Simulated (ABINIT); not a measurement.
# W (Im-3m) in ABINIT: settings compared

One crystal, W, is run at these levels: r2SCAN, BP86+D3(BJ), PBE; tasks: band structure, equation of state.

Everything below comes from runs of ABINIT 10.8.3 (patched build). Logs are shortened: lines on timing, memory, paths and dates and some standing lists are left out, and cuts for length are marked. The log counts tension as positive stress, the text compression.

### Step 1. The structure

The structure is cubic, space group Im-3m (No. 229). Conventional cell: a = 3.165 Å, b = 3.165 Å, c = 3.165 Å, α = 90.00°, β = 90.00°, γ = 90.00°. W (site symmetry m-3m) is surrounded by 8 W at 2.74 Å.

### Step 2. Band structure, r2SCAN

File run.abi:

```
ndtset 2

pp_dirpath "./"
pseudos "W.LDA_PW-JTH.xml"

acell 3*1.0 Angstrom
rprim
    -1.5823450000     1.5823450000     1.5823450000
     1.5823450000    -1.5823450000     1.5823450000
     1.5823450000     1.5823450000    -1.5823450000
ntypat 1
znucl 74
natom 1
typat 1
xred
     0.0000000000     0.0000000000     0.0000000000

ecut 18.0
pawecutdg 36.0

ixc -497498
usekden 1
pawxcdev 0

occopt 3
tsmear 0.05 eV

nstep 100

iomode 3
prtwf 0
prteig 0
prtebands 0
prtden1 1
prtkden1 1
prtvha1 1
prtvclmb1 1
prtpot1 1

kptopt1 1
ngkpt1 12 12 12
nshiftk1 1
shiftk1 0.0 0.0 0.0
nband1 11
tolvrs1 1.0e-7

iscf2 -2
getden2 1
getkden2 1
nband2 17
nbdbuf2 4
tolwfr2 1.0e-11
kptopt2 -5
ndivsm2 6
prteig2 1
kptbounds2
     0.0000000000     0.0000000000     0.0000000000
     0.5000000000    -0.5000000000     0.5000000000
     0.0000000000     0.0000000000     0.5000000000
     0.0000000000     0.0000000000     0.0000000000
     0.2500000000     0.2500000000     0.2500000000
     0.5000000000    -0.5000000000     0.5000000000
```

Potentials or basis: JTH PAW LDA v2.0.

Run with:

```
abinit run.abi > log 2>&1
```

run.abo:

```text
.Version 10.8.3 of ABINIT
 DATASET    1 : space group Im -3 m (#229); Bravais cI (body-center cubic)
================================================================================
 Values of the parameters that define the memory need for DATASET  1.
     intxc =       0    ionmov =       0      iscf =      17    lmnmax =      18
     lnmax =       6     mgfft =      20  mpssoang =       3    mqgrid =    3001
     natom =       1  nloc_mem =       2    nspden =       1   nspinor =       1
    nsppol =       1      nsym =      48    n1xccc =       1    ntypat =       1
    occopt =       3   xclevel =       2
       mpw =         402          nfft =        8000          nkpt =          72
 PAW method is used; the additional fine FFT grid is defined by:
   mgfftf=        30    nfftf =     27000
================================================================================
================================================================================

 DATASET    2 : space group Im -3 m (#229); Bravais cI (body-center cubic)
================================================================================
 Values of the parameters that define the memory need for DATASET  2.
     intxc =       0    ionmov =       0      iscf =      -2    lmnmax =      18
     lnmax =       6     mgfft =      20  mpssoang =       3    mqgrid =    3001
     natom =       1  nloc_mem =       2    nspden =       1   nspinor =       1
    nsppol =       1      nsym =      48    n1xccc =       1    ntypat =       1
    occopt =       3   xclevel =       2
       mpw =         402          nfft =        8000          nkpt =          35
 PAW method is used; the additional fine FFT grid is defined by:
   mgfftf=        30    nfftf =     27000
================================================================================
================================================================================

--------------------------------------------------------------------------------
------------- Echo of variables that govern the present computation ------------
--------------------------------------------------------------------------------
 -outvars: echo values of preprocessed input variables --------
            acell      1.8897261259E+00  1.8897261259E+00  1.8897261259E+00 Bohr
              amu      1.83850000E+02
             ecut      1.80000000E+01 Hartree
           getden1          0
           getden2          1
          getkden1          0
          getkden2          1
             iscf1         17
             iscf2         -2
                       outvar_i_n : Printing only first  50 k-points.
              ixc     -497498
           jdtset        1    2
                       outvar_i_n : Printing only first  50 k-points.
           kptopt1          1
           kptopt2         -5
         kptrlatt       12    0    0      0   12    0      0    0   12
          kptrlen1     6.21501126E+01
          kptrlen2     3.00000000E+01
            natom           1
            nband1         11
            nband2         17
           nbdbuf1          0
           nbdbuf2          4
           ndtset           2
           ndivsm1          0
           ndivsm2          6
            ngfft          20      20      20
          ngfftdg          30      30      30
             nkpt1         72
             nkpt2         35
            nstep         100
             nsym          48
           ntypat           1
                       prtocc : prtvol=0, do not print more k-points.
           occopt           3
        pawecutdg      3.60000000E+01 Hartree
         pawxcdev           0
        prtebands           0
           prteig1          0
           prteig2          1
          prtkden           1
           prtpot1          1
           prtpot2          0
         prtvclmb1          1
         prtvclmb2          0
           prtvha1          1
           prtvha2          0
            prtwf           0
            rprim     -1.5823450000E+00  1.5823450000E+00  1.5823450000E+00
                       1.5823450000E+00 -1.5823450000E+00  1.5823450000E+00
                       1.5823450000E+00  1.5823450000E+00 -1.5823450000E+00
           shiftk1     0.00000000E+00  0.00000000E+00  0.00000000E+00
           shiftk2     5.00000000E-01  5.00000000E-01  5.00000000E-01
          spgroup         229
           tolvrs1     1.00000000E-07
           tolvrs2     0.00000000E+00
           tolwfr1     0.00000000E+00
           tolwfr2     1.00000000E-11
           tsmear      1.83746611E-03 Hartree
            typat      1
[... 196 lines left out ...]

-Cartesian components of stress tensor (GPa)         [Pressure=  1.9112E+00 GPa]
- sigma(1 1)= -1.91115606E+00  sigma(3 2)=  0.00000000E+00
- sigma(2 2)= -1.91115606E+00  sigma(3 1)=  0.00000000E+00
- sigma(3 3)= -1.91115606E+00  sigma(2 1)=  0.00000000E+00

================================================================================
== DATASET  2 ==================================================================

--- !DatasetInfo
iteration_state: {dtset: 2, }
dimensions: {natom: 1, nkpt: 35, mband: 17, nsppol: 1, nspinor: 1, nspden: 1, mpw: 402, }
cutoff_energies: {ecut:  18.0, pawecutdg:  36.0, }
electrons: {nelect:   1.40000000E+01, charge:   0.00000000E+00, occopt:   3.00000000E+00, tsmear:   1.83746611E-03, }
meta: {optdriver: 0, ionmov: 0, optcell: 0, iscf: -2, paral_kgb: 0, }
...

 mkfilename : getden/=0, take file _DEN from output of DATASET   1.

 mkfilename : getkden/=0, take file _KDEN from output of DATASET   1.

 Real(R)+Recip(G) space primitive vectors, cartesian coordinates (Bohr,Bohr^-1):
 R(1)= -2.9901987  2.9901987  2.9901987  G(1)=  0.0000000  0.1672130  0.1672130
 R(2)=  2.9901987 -2.9901987  2.9901987  G(2)=  0.1672130  0.0000000  0.1672130
 R(3)=  2.9901987  2.9901987 -2.9901987  G(3)=  0.1672130  0.1672130  0.0000000
 Unit cell volume ucvol=  1.0694491E+02 bohr^3
 Angles (23,13,12)=  1.09471221E+02  1.09471221E+02  1.09471221E+02 degrees

 Coarse grid specifications (used for wave-functions):

 getcut: wavevector=  0.0000  0.0000  0.0000  ngfft=  20  20  20
         ecut(hartree)=     18.000   => boxcut(ratio)=   2.02699

 Fine grid specifications (used for densities):

 getcut: wavevector=  0.0000  0.0000  0.0000  ngfft=  30  30  30
         ecut(hartree)=     36.000   => boxcut(ratio)=   2.14459
--------------------------------------------------------------------------------

================================================================================
 Non-SCF case, kpt    1 (  0.00000  0.00000  0.00000), residuals and eigenvalues=
  5.15E-12  4.12E-12  1.73E-12  2.60E-12  1.14E-12  2.12E-12  2.09E-12  4.10E-12
  2.11E-12  5.24E-12  5.11E-12  4.87E-12  6.01E-12  2.75E-10  2.68E-10  7.46E-12
  3.67E-12
 -2.4369E+00 -1.0710E+00 -1.0710E+00 -1.0710E+00 -1.0254E-02  3.1499E-01
  3.1499E-01  3.1499E-01  4.5618E-01  4.5618E-01  9.2727E-01  9.2727E-01
  9.2727E-01  1.3891E+00  1.3891E+00  1.5245E+00  1.5245E+00
 Non-SCF case, kpt    2 (  0.06250 -0.06250  0.06250), residuals and eigenvalues=
  3.65E-12  5.38E-12  7.71E-12  2.03E-12  2.11E-12  1.52E-12  7.96E-12  2.37E-12
  1.99E-12  7.45E-13  3.91E-12  6.62E-12  2.35E-12  3.45E-12  1.55E-10  8.20E-08
  6.62E-06
[... 220 lines left out ...]
 Non-SCF case, kpt   34 (  0.46429 -0.39286  0.46429), residuals and eigenvalues=
  5.64E-12  6.25E-12  8.09E-12  5.16E-12  2.03E-12  3.43E-12  4.93E-12  5.28E-13
  7.71E-13  9.36E-13  7.27E-13  1.48E-12  1.88E-12  2.39E-12  4.09E-12  6.39E-12
  9.33E-07
 -2.4275E+00 -1.1064E+00 -1.1064E+00 -1.1029E+00  1.5088E-01  1.5088E-01
  4.7723E-01  5.3774E-01  5.3774E-01  7.0283E-01  7.0283E-01  7.1491E-01
  1.0532E+00  1.2194E+00  1.2194E+00  1.3228E+00  1.7199E+00
 Non-SCF case, kpt   35 (  0.50000 -0.50000  0.50000), residuals and eigenvalues=
  7.36E-13  3.04E-12  1.68E-12  5.49E-12  4.42E-13  1.28E-12  3.15E-12  7.95E-13
  1.63E-12  7.99E-13  3.20E-12  5.26E-13  7.85E-12  4.39E-12  1.64E-12  2.79E-12
  7.53E-08
 -2.4272E+00 -1.1061E+00 -1.1061E+00 -1.1061E+00  1.4155E-01  1.4155E-01
  5.5795E-01  5.5795E-01  5.5795E-01  6.7704E-01  6.7704E-01  6.7704E-01
  1.0011E+00  1.2369E+00  1.2369E+00  1.3002E+00  1.8310E+00

Result for kinetic energy density :

--------------------------------------------------------------------------------
 Total kinetic energy density [Ha/Bohr^3]
)     Maximum=    2.0489E-01  at reduced coord.    0.0000    0.8333    0.8333
)     Minimum=    1.4123E-02  at reduced coord.    0.7333    0.5000    0.2333
   Integrated=    6.7590E+00
--------------------------------------------------------------------------------

--- !ResultsGS
iteration_state: {dtset: 2, }
comment   : Summary of ground state results
lattice_vectors:
- [ -2.9901987,   2.9901987,   2.9901987, ]
- [  2.9901987,  -2.9901987,   2.9901987, ]
- [  2.9901987,   2.9901987,  -2.9901987, ]
lattice_lengths: [   5.17918,    5.17918,    5.17918, ]
lattice_angles: [109.471, 109.471, 109.471, ] # degrees, (23, 13, 12)
lattice_volume:   1.0694491E+02
convergence: {deltae:  0.000E+00, res2:  0.000E+00, residm:  9.990E-12, diffor:  0.000E+00, }
etotal    :  -2.62445233E+01
entropy   :   0.00000000E+00
fermie    :   3.57511184E-01
cartesian_stress_tensor: null
pressure_GPa: null
xred      :
- [  0.0000E+00,   0.0000E+00,   0.0000E+00,  W]
cartesian_forces: null
force_length_stats: {min: null, max: null, mean: null, }
...

 Integrated electronic density in atomic spheres:
 ------------------------------------------------
 Atom  Sphere_radius  Integrated_density
    1        2.41189         11.74074649

================================================================================

 ----iterations are completed or convergence reached----

 Mean square residual over all n,k,spin=   38.731E-13; max=  99.897E-13
 reduced coordinates (array xred) for    1 atoms
       0.000000000000      0.000000000000      0.000000000000

 cartesian coordinates (angstrom) at end:
    1      0.00000000000000     0.00000000000000     0.00000000000000
 length scales=  1.889726125908  1.889726125908  1.889726125908 bohr
              =  1.000000000000  1.000000000000  1.000000000000 angstroms
 Eigenvalues (hartree) for nkpt=  35  k points:
 kpt#   1, nband= 17, wtk=  1.00000, kpt=  0.0000  0.0000  0.0000 (reduced coord)
  -2.43689   -1.07099   -1.07099   -1.07099   -0.01025    0.31499    0.31499    0.31499
   0.45618    0.45618    0.92727    0.92727    0.92727    1.38908    1.38908    1.52449
   1.52449
 kpt#   2, nband= 17, wtk=  1.00000, kpt=  0.0625 -0.0625  0.0625 (reduced coord)
  -2.43647   -1.07382   -1.07227   -1.07227    0.00428    0.31350    0.31350    0.32162
   0.43391    0.46372    0.95037    0.95191    0.95191    1.25842    1.41066    1.50596
   1.50596
 kpt#   3, nband= 17, wtk=  1.00000, kpt=  0.1250 -0.1250  0.1250 (reduced coord)
  -2.43530   -1.08114   -1.07597   -1.07597    0.04493    0.31259    0.31259    0.34119
   0.38074    0.48295    1.00401    1.01974    1.01974    1.08975    1.44034    1.44034
   1.47683
 kpt#   4, nband= 17, wtk=  1.00000, kpt=  0.1875 -0.1875  0.1875 (reduced coord)
  -2.43361   -1.09018   -1.08156   -1.08156    0.10278    0.31803    0.31959    0.31959
   0.37265    0.50137    0.96694    1.06424    1.10675    1.10675    1.34584    1.34584
   1.58833
 kpt#   5, nband= 17, wtk=  1.00000, kpt=  0.2500 -0.2500  0.2500 (reduced coord)
[... 109 lines left out ...]
   0.47826    0.71867    0.78563    0.78563    1.15282    1.15282    1.21149    1.48079
   1.52172
 kpt#  33, nband= 17, wtk=  1.00000, kpt=  0.4286 -0.2857  0.4286 (reduced coord)
  -2.42830   -1.10710   -1.10710   -1.09458    0.17685    0.17685    0.36119    0.50394
   0.50394    0.72949    0.74982    0.74982    1.16920    1.18063    1.18063    1.38981
   1.56369
 kpt#  34, nband= 17, wtk=  1.00000, kpt=  0.4643 -0.3929  0.4643 (reduced coord)
  -2.42750   -1.10640   -1.10640   -1.10288    0.15088    0.15088    0.47723    0.53774
   0.53774    0.70283    0.70283    0.71491    1.05321    1.21939    1.21939    1.32275
   1.71986
 kpt#  35, nband= 17, wtk=  1.00000, kpt=  0.5000 -0.5000  0.5000 (reduced coord)
  -2.42720   -1.10608   -1.10608   -1.10608    0.14155    0.14155    0.55795    0.55795
   0.55795    0.67704    0.67704    0.67704    1.00111    1.23690    1.23690    1.30016
   1.83101

== END DATASET(S) ==============================================================
================================================================================

 -outvars: echo values of variables after computation  --------
            acell      1.8897261259E+00  1.8897261259E+00  1.8897261259E+00 Bohr
           etotal1    -2.6244523322E+01
            fcart1    -0.0000000000E+00 -0.0000000000E+00 -0.0000000000E+00
            rprim     -1.5823450000E+00  1.5823450000E+00  1.5823450000E+00
                       1.5823450000E+00 -1.5823450000E+00  1.5823450000E+00
                       1.5823450000E+00  1.5823450000E+00 -1.5823450000E+00
           strten1    -6.4958874264E-05 -6.4958874264E-05 -6.4958874264E-05
                       0.0000000000E+00  0.0000000000E+00  0.0000000000E+00
 Calculation completed.
```

Run time: 54 s. Hardware: 1 thread of Intel Xeon at 2.70GHz, shared host; peak memory 0.11 GiB.

Results:

- Free energy: -714.1499 eV
- Pressure: 1.9 GPa
- Band gap on the k mesh: none (metal or under the smearing width)
- Valence electrons inside the program's atomic spheres: W 11.74 (radii [1.2763] Å)

Levels at the corners of the path, in eV from the Fermi level:
| point | band 5 | band 6 | band 7 | band 8 | band 9 | band 10 |
| --- | --- | --- | --- | --- | --- | --- |
| Γ | -10.01 | -1.16 | -1.16 | -1.16 | 2.69 | 2.69 |
| H | -5.88 | -5.88 | 5.45 | 5.45 | 5.45 | 8.69 |
| N | -6.42 | -3.61 | 0.69 | 2.52 | 3.58 | 6.46 |
| Γ | -10.01 | -1.16 | -1.16 | -1.16 | 2.69 | 2.69 |
| P | -3.04 | -3.04 | -3.04 | 3.75 | 3.75 | 7.36 |
| H | -5.88 | -5.88 | 5.45 | 5.45 | 5.45 | 8.69 |

Caveat: totals of a meta-GGA on PAW files have another zero than those of a GGA; the PAW data sets were made with another functional, which shifts forces and pressure a little; spin-orbit coupling is left out, which moves the levels of the heavy elements.

(Continued in part 2 of 2.)
